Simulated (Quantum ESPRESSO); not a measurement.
Runs of Quantum ESPRESSO 7.5 on BN. It takes space group P6_3mc (No. 186, hexagonal). Conventional cell: a = 2.554 Å, b = 2.554 Å, c = 4.227 Å, α = 90.00°, β = 90.00°, γ = 120.00°. N (site symmetry 3m) has 4 B at 1.57 to 1.58 Å as nearest neighbours. Around B (site symmetry 3m) lie 4 N at 1.57 to 1.58 Å. Measurements of this composition are mostly on another form, of space group No. 194.

```tsv
level	potentials or basis	form of the LDA correlation	pressure (GPa)	largest force (eV/Å)
WC	GBRV 1.5 PBE	-	-4.9	0.01
PBEsol	GBRV 1.5 PBEsol	-	-5.4	0.01
AM05	GBRV 1.5 PBE	-	(a)	0.01
PBE	GBRV 1.5 PBE	-	-0.1	0.02
LDA	GBRV 1.5 LDA	PZ81	-12.5	0.02
BLYP	GBRV 1.5 PBE	-	(b)	0.02
```

Alike in all rows: task dielectric tensor; no spin polarisation; cell as given; k mesh 8 × 8 × 4, shifted; cutoff (eV) 612; smearing fermi-dirac 0.05 eV.

**Question.** Fill in the values left out.

**Answer.** (a) -5.9; (b) 9.0.

Caveats: the cell is more than 3 GPa from zero pressure, which shifts response properties (some runs); the potentials were made for another functional, which shifts forces and pressure (some runs).
